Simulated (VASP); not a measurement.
Set up this calculation in VASP 6.6.1, as the native input.

```
Task                   : relaxation of shape and atoms at fixed volume
Functional             : r2SCAN
Potentials or basis    : VASP PAW PBE potentials, release 64 (Ba_sv, Ti_sv, O)
Cutoff                 : 600 eV
k mesh                 : 8 × 8 × 8
Occupations            : gaussian, width 0.03 eV
Spin                   : no spin polarisation
Further INCAR settings : ALGO = Normal; EDIFF = 1e-07; IBRION = 2; EDIFFG = -0.01; NSW = 40; ISIF = 4
```

The structure of BaTiO3 lies in POSCAR:

```
BaTiO3                                  
1.0
    3.9605043788      0.0000000000      0.0000000000
    0.0000000000      3.9605043788      0.0000000000
    0.0000000000      0.0000000000      4.0873526608
  Ba              Ti              O             
     1     1     3
Direct
     0.0000000000000000    0.0000000000000000    0.9971689026408086
     0.5000000000000000    0.5000000000000000    0.4792036959588444
     0.5000000000000000    0.5000000000000000    0.0331038404906181
     0.5000000000000000    0.0000000000000000    0.5167617804548641
     0.0000000000000000    0.5000000000000000    0.5167617804548641
```

The cell isn't the ideal one: a relaxed cell with its volume scaled by 0.98.

The input as run:

INCAR

```
PREC = Accurate ; ENCUT = 600
EDIFF = 1E-7 ; ISMEAR = 0
SIGMA = 0.03 ; LREAL = F
LASPH = T ; NELM = 80
ALGO = Normal ; ISIF = 4
LWAVE = F ; LCHARG = F
METAGGA = R2SCAN ; LMIXTAU = T
IBRION = 2 ; NSW = 40
EDIFFG = -0.01 ; KPAR = 2
```

KPOINTS

```
Automatic mesh
0
Gamma
  8 8 8
```

Potentials or basis: VASP PAW PBE potentials, release 64 (Ba_sv, Ti_sv, O).

The run is started by

```console
$ cat potpaw_PBE.64/Ba_sv/POTCAR potpaw_PBE.64/Ti_sv/POTCAR potpaw_PBE.64/O/POTCAR > POTCAR
$ mpirun -np 2 vasp_std > vasp.out
```

It gave:

| Property | Result |
| --- | --- |
| Energy gained by relaxing | 0.9 meV/atom |
| Ionic steps | 10 |
| Pressure after relaxing | 2.6 GPa |
| Band gap on the k mesh | 2.20 eV, indirect (least direct gap 2.59 eV) |

Caveat: the PAW data sets were made with another functional, which shifts forces and pressure a little; spin-orbit coupling is left out, which moves the levels of the heavy elements.

It took 18 min on 2 MPI ranks on Intel(R) Xeon(R) Platinum 8259CL CPU @ 2.50GHz (Skylake/Cascade Lake), on a shared host, peak memory 0.31 GiB a rank.
